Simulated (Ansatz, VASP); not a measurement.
## TiB2: VASP beside Ansatz

INCAR

```
SYSTEM = TiB2
ALGO = Normal ; EDIFF = 1E-6
ENCUT = 520 ; GGA = CA
ISIF = 2 ; ISMEAR = 1
LASPH = .TRUE. ; LCHARG = .FALSE.
LREAL = .FALSE. ; LWAVE = .FALSE.
NBANDS = 16 ; NELM = 100
PREC = Accurate ; SIGMA = 0.15
```

The input KPOINTS:

```
k-points
0
G
  11 11 9
  0 0 0
```

POSCAR

```
TiB2
1.0
    3.0690624661      0.0000000000      0.0000000000
   -1.5345312330      2.6578818536      0.0000000000
    0.0000000000      0.0000000000      3.2708838193
Ti B
1 2
Direct
    0.0000000000      0.0000000000      0.0000000000
    0.3333333333      0.6666666667      0.5000000000
    0.6666666667      0.3333333333      0.5000000000
```

Input for Ansatz:

```yaml
crystal:
  lattice:
    - [3.0690624660520807, 0.0, 0.0]
    - [-1.5345312330260403, 2.6578818536057, 0.0]
    - [0.0, 0.0, 3.2708838192930605]
  atoms:
    - { symbol: Ti, position: [0.0, 0.0, 0.0] }
    - { symbol: B, position: [0.3333333333333333, 0.6666666666666666, 0.5] }
    - { symbol: B, position: [0.6666666666666666, 0.3333333333333333, 0.5] }
basis:
  ecutwfc: 517.016338673772
kpoints:
  mp_grid:
    grid: [11, 11, 9]
hamiltonian:
  xc: lda
  pseudopotentials:
    kind: paw
scf:
  occupations:
    method: cold
    width: 0.15
output:
  stress: true
```

Alike in both runs: task single point; functional LDA; k mesh 11 × 11 × 9; no spin polarisation.

|  | VASP | Ansatz |
| --- | --- | --- |
| version | VASP 6.6.1 | Ansatz 0.2.0 |
| potentials or method | VASP PAW LDA potentials, release 64 (Ti_sv, B) | plane waves, PAW |
| plane-wave cutoff (eV) | 520 | 517 |
| occupations | methfessel-paxton of order 1, width 0.15 eV | cold, width 0.15 eV |
| valence electrons in the cell | 18 | 18 |

```csv
,VASP,Ansatz,Ansatz less VASP
pressure (GPa),-19.4,-19.9,-0.50
largest component of the traceless stress (GPa),0.29,0.41,+0.122
```

Ansatz warned: «structure_snapped_to_symmetry».

Caveats: so large a pressure means that the cell lies far from this level's equilibrium, or that cutoff or potentials fall short (VASP).
